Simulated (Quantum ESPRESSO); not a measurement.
Te2Mo:

```
CELL_PARAMETERS angstrom
3.51820 0.00000 0.00000
-1.75910 3.04685 0.00000
0.00000 0.00000 13.97360
ATOMIC_POSITIONS crystal
Te 0.66667 0.33333 0.37900
Te 0.33333 0.66667 0.87900
Te 0.66667 0.33333 0.12100
Te 0.33333 0.66667 0.62100
Mo 0.66667 0.33333 0.75000
Mo 0.33333 0.66667 0.25000
```

```yaml
Program: Quantum ESPRESSO 7.5
Task: single point
Functional: PBE
Potentials_or_basis: SSSP 1.3 efficiency PBE
Cutoff: 816 eV
Density_cutoff: 5987 eV
k_mesh: 9 × 9 × 2
Occupations: fermi-dirac, width 0.05 eV
Spin: no spin polarisation
```

On this cell: pressure 3.8 GPa; largest force 0.299 eV/Å; band gap on the k mesh 0.73 eV, indirect (least direct gap 1.04 eV).

The same run follows on a disturbed copy (atoms moved at random, drawn with an rms of 0.05 Å):

```
Te Mo
1.0
     3.51820    0.00000    0.00000
    -1.75910    3.04685    0.00000
     0.00000    0.00000   13.97360
Te Mo
4 2
Direct
  0.68221 0.35004 0.37941
  0.33262 0.66864 0.88013
  0.67577 0.34141 0.12384
  0.34483 0.67496 0.62304
  0.65283 0.31865 0.74889
  0.31947 0.65670 0.25247
```

**Question.** What does the disturbed cell give?

**Answer.** The energy moves by +22.2 meV/atom; pressure 4.8 GPa; largest force 1.364 eV/Å; band gap on the k mesh 0.70 eV, indirect (least direct gap 1.02 eV).

Forces in eV/Å, atoms in the order of the input:
```
Te  -0.471 -0.607  0.785
Te  -0.124 -0.352  0.026
Te  -0.376 -0.415 -0.468
Te  -0.347 -0.561 -0.903
Mo   0.472  0.921  0.889
Mo   0.846  1.014 -0.329
```

Stress tensor (GPa, compression positive):
```
4.33 0.16 0.21
0.16 4.15 0.02
0.21 0.02 5.96
```

Caveats: spin-orbit coupling is left out, which moves the levels of the heavy elements; an odd mesh through Γ misses points on the zone boundary, where band edges often lie; this functional lacks dispersion, which binds the layers, so the pressure and a relaxed spacing across them are unreliable (some runs).
